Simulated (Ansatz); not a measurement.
This is a relaxation of cell and atoms with the PAW code Ansatz on BeTe in the zincblende structure; the level of theory is PBE. It starts from a guessed cell.

Input file:
```yaml
crystal:
  lattice:
    - [0.0, 2.6469200441, 2.6469200441]
    - [2.6469200441, 0.0, 2.6469200441]
    - [2.6469200441, 2.6469200441, 0.0]
  atoms:
    - { symbol: Be, position: [0.0, 0.0, 0.0] }
    - { symbol: Te, position: [0.25, 0.25, 0.25] }
kpoints:
  mp_grid: { grid: [8, 8, 8] }
hamiltonian:
  xc: pbe
scf:
  occupations: { method: fermi_dirac, width: 0.02 }
relax:
  f_tol: 0.005
  cell: {}
```

Command: `ansatz run input.yaml --threads 4 --pin off --max-ram 7372MiB --backend cpu --events-out ev --progress --plain --runs-dir out`. It took 2.8 s on 4 threads of Arm Neoverse V1, on a shared host, load about 0.3 per core; peak host memory 0.33 GiB.

The log, with set-up remarks and timings taken out:
```
Pseudopotential: Be, paw, valence charge 2, recommended cutoff 420 eV (normal)
Pseudopotential: Te, paw, valence charge 16, recommended cutoff 420 eV (normal)
Functional definition: PBE
Crystal: 2 atoms, lattice volume = 37.090 Å³
Basis set: ecut = 420 eV, 725 PW (Γ)
Bands: 13, of which v1, the nominal top of the filled ones, is band 9 counted from 1 (8 counted from 0)
Symmetry: 24 space group operations
Space group: F-43m (ITA 216)
k-points: 29 of 512 (time reversal used)
relax step 1: F+E_penalty+E_count = -7073.06844314 eV  P = +17.118 GPa  Ω = 37.090 Å³
relax step 2: F+E_penalty+E_count = -7073.41383632 eV  P = +3.806 GPa  Ω = 42.783 Å³
relax step 3: F+E_penalty+E_count = -7073.44142464 eV  P = +0.856 GPa  Ω = 44.743 Å³
relax step 4: F+E_penalty+E_count = -7073.44305138 eV  P = -0.034 GPa  Ω = 45.426 Å³
relax step 5: F+E_penalty+E_count = -7073.44479031 eV  P = -0.002 GPa  Ω = 45.426 Å³  (SCF on a basis re-selected at this cell)
Free energy (F): -7073.444790 eV
Fermi energy:    8.197646 eV
--- Stress (GPa, compression-positive) ---
       -0.001528       0.000000       0.000000
        0.000000      -0.001528       0.000000
        0.000000       0.000000      -0.001528
  P = ⅓ Tr σ = -0.0015 GPa (-0.015 kbar)
--- Relaxed structure (4 steps of the walk, 4 accepted, 1 SCFs on fresh bases) ---
  F+E_penalty+E_count = -7073.44479031 eV
  cell:  # Å, volume = 45.4257 Å³
    - [0.000000, 2.831982, 2.831982]
    - [2.831982, 0.000000, 2.831982]
    - [2.831982, 2.831982, 0.000000]
  atoms:
    - { symbol: Be, position: [0.000000, 0.000000, 0.000000] }
    - { symbol: Te, position: [0.250000, 0.250000, 0.250000] }
```

The walk took 4 steps and changed the volume by +22.5 %. The last SCF, on a fresh basis, lies 188 meV an atom below the first. At the end: it is cubic, F-43m (No. 216); a = 5.664 Å in the conventional setting, 22.71 Å³ an atom. Be is surrounded by 4 Te at 2.45 Å; Te is surrounded by 4 Be at 2.45 Å.

(Simulation; spin polarisation is off.)
